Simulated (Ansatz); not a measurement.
Crystal: In.

```
In
1.0
    -1.62547    1.62547    2.47370
     1.62547   -1.62547    2.47370
     1.62547    1.62547   -2.47370
In
1
Cartesian
  0.0000 0.0000 0.0000
```

Program: Ansatz 0.2.0. Alike in all runs: task band structure; potentials or basis all-electron LAPW, scalar-relativistic; no spin polarisation; cell as given; k mesh 11 × 11 × 11; cutoff (eV) 179; smearing fermi-dirac 0.05 eV; basis error allowed 0.001 eV/atom.

Order these runs on this cell by their pressure, lowest first.
A. level LDA
B. level PBE
C. level PBEsol

A (-2.5 GPa), C (-0.9 GPa), B (2.0 GPa).
